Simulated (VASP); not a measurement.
A calculation with VASP 6.6.1 of InAs (ASE script, structure typed inline):

Contents of run.py:

```python
from ase import Atoms
from ase.calculators.vasp import Vasp
from ase.dft.bandgap import bandgap

atoms = Atoms(
    ['In', 'As'],
    cell=[[0.0, 3.018, 3.018], [3.018, 0.0, 3.018], [3.018, 3.018, 0.0]],
    scaled_positions=[[0.0, 0.0, 0.0], [0.75, 0.75, 0.75]],
    pbc=True,
)
calc = Vasp(
    directory='calc',
    xc='pbesol',
    pp='PBE',
    setups='materialsproject',
    prec='Accurate',
    encut=520,
    ediff=1e-07,
    ismear=0,
    sigma=0.05,
    lreal=False,
    lasph=True,
    nelm=60,
    algo='Fast',
    isif=2,
    lwave=False,
    lcharg=False,
    kpts=[8, 8, 8],
    gamma=True,
)
atoms.calc = calc

print('energy (eV):', atoms.get_potential_energy())
print('free energy (eV):', atoms.get_potential_energy(force_consistent=True))
print('forces (eV/A):')
print(atoms.get_forces())
print('stress (eV/A^3, Voigt):', atoms.get_stress())
print('Fermi level (eV):', calc.get_fermi_level())
gap, top, bottom = bandgap(calc)
print('band gap (eV):', gap, 'from (spin, k, band)', top, 'to', bottom)
```

Potentials or basis: VASP PAW PBE potentials, release 64 (In_d, As).

Launch:

```console
$ python run.py
```

Q: Write the same calculation in another form: native input, structure from a POSCAR.

A: As run:

File INCAR:

```
SYSTEM = InAs
  PREC = Accurate
  ENCUT = 520
  EDIFF = 1E-6
  ISMEAR = 0
  SIGMA = 0.05
  LREAL = .False.
  LASPH = .True.
  NELM = 60
  ALGO = Normal
  ISIF = 2
  LWAVE = .False.
  LCHARG = .False.
  GGA = PS
  NBANDS = 16
```

The input KPOINTS:

```
Automatic mesh
0
Gamma
  8 8 8
  0 0 0
```

Contents of POSCAR:

```
InAs
1.0
    0.0000000000      3.0180000000      3.0180000000
    3.0180000000      0.0000000000      3.0180000000
    3.0180000000      3.0180000000      0.0000000000
In As
1 1
Direct
    0.0000000000      0.0000000000      0.0000000000
    0.7500000000      0.7500000000      0.7500000000
```

Potentials or basis: VASP PAW PBE potentials, release 64 (In_d, As).

The run is started by

```console
$ cat potpaw_PBE.64/In_d/POTCAR potpaw_PBE.64/As/POTCAR > POTCAR
$ mpirun -np 1 vasp_std > vasp.out
```

Both were run:

|  | ASE script, structure typed inline | native input, structure from a POSCAR |
| --- | --- | --- |
| Pressure | 1.6 GPa | 1.6 GPa |
| Band gap on the k mesh | none (metal or under the smearing width) | none (metal or under the smearing width) |

Keys that steer only the numerical path or the files written may differ.

Caveat: the PAW data sets were made with another functional, which shifts forces and pressure a little; this crystal is a semiconductor, whose small gap the functional closes, so the metal is an error of the method.
